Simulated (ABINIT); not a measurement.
An input for ABINIT 10.8.3 (BeTe (F-43m)):

```
acell 3*1.0 Angstrom
rprim 
  -0.000000000000 2.831458787600 2.831458787600
  2.831458787600 0.000000000000 2.831458787600
  2.831458787600 2.831458787600 0.000000000000
ntypat 2
znucl 4 52
natom 2
typat 1 2
xred 
  0.000000000000 0.000000000000 0.000000000000
  0.750000000000 0.750000000000 0.750000000000
pp_dirpath "pseudos"
pseudos "Be.upf, Te.upf"
ecut 38
nspinor 2
ngkpt 4 4 4
nshiftk 1
shiftk 0 0 0
kptopt 1
chksymbreak 0
istwfk *1
occopt 1
irdwfk 1
optdriver 3
nband 196
ecuteps 5.5
inclvkb 0
awtr 1
symchi 1
indata_prefix "in"
outdata_prefix "out"
tmpdata_prefix "tmp"
```

```sh
OMP_NUM_THREADS=1 mpirun -n 8 abinit run.abi > log
```

Q: Estimate wall time and host memory on 8 MPI ranks of Arm Neoverse V1, shared host.

It took 97 s; on shared hardware allow 49 s to 3.2 min. Peak host memory was 3.1 GiB.

[Paths, hosts, dates, memory and timing lines, banners, echoed tables and standing remarks are left out of the program output.]

[Logs are printed without paths, hosts, clocks, repeated set-up lines and the standing remarks that a program may print on its own settings, such as how far it seeks lower states.]

[Runs of the session that timed out or met a known fault of the program may be left out.]

[Hosts, paths, dates, database ids (printed as entryN), source tags and the programs' standing remarks are cut or masked in the printed files.]

[G0W0 gaps are taken among the corrected bands and points alone; a level outside them can change the order at an edge.]

[Where Ansatz stands beside ABINIT at settings called matched, ABINIT's density can come from a denser mesh and the files from another edition; pairs whose starting gaps differed by over 0.03 eV were left out, so agreement reads better than it is.]
